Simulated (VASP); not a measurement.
Crystal: ZrB3.

```
Zr B
1.0
     4.19706    0.00000    0.00000
     0.00000    4.19706    0.00000
     0.00000    0.00000    4.19706
Zr B
2 6
Direct
  0.00000 0.00000 0.00000
  0.50000 0.50000 0.50000
  0.00000 0.50000 0.25000
  0.00000 0.50000 0.75000
  0.25000 0.00000 0.50000
  0.75000 0.00000 0.50000
  0.50000 0.75000 0.00000
  0.50000 0.25000 0.00000
```

The cell was built by a generator and needn't be a form met in nature.

| Property | Result |
| --- | --- |
| Program | VASP 6.6.1 |
| Task | relaxation of cell and atoms |
| Functional | r2SCAN |
| Potentials or basis | VASP PAW PBE potentials, release 64 (Zr_sv, B) |
| Cutoff | 600 eV |
| k mesh | 4 × 4 × 4 |
| Occupations | gaussian, width 0.1 eV |
| Spin | no spin polarisation |

At the start: pressure 30.0 GPa; volume 9.24 Å³/atom.

Task: Where does the relaxation end?

Result: Over 3 steps the energy falls by 115.5 meV/atom and the volume is 10.63 Å³/atom (+15.0 %); space group Pm-3n (No. 223, to 0.05 Å).

The path:
```csv
step,energy change (eV),largest force (eV/Å),pressure (GPa),volume (Å³)
1,0.0000,0.0000,29.99,73.93
2,-0.4940,0.0000,-14.07,94.03
3,-0.9243,0.0000,-0.11,85.03
```

Final structure:
```
Zr B
1.0
     4.39738    0.00000    0.00000
     0.00000    4.39738    0.00000
     0.00000    0.00000    4.39738
Zr B
2 6
Cartesian
  0.0000 0.0000 0.0000
  2.1987 2.1987 2.1987
  0.0000 2.1987 1.0993
  0.0000 2.1987 3.2980
  1.0993 0.0000 2.1987
  3.2980 0.0000 2.1987
  2.1987 3.2980 0.0000
  2.1987 1.0993 0.0000
```

Caveat: the k mesh is coarse (spacing up to 0.37 Å⁻¹), so the values aren't converged; the volume moved by over 15 % at a fixed basis, so the end points are rough; the PAW data sets were made with another functional, which shifts forces and pressure a little.
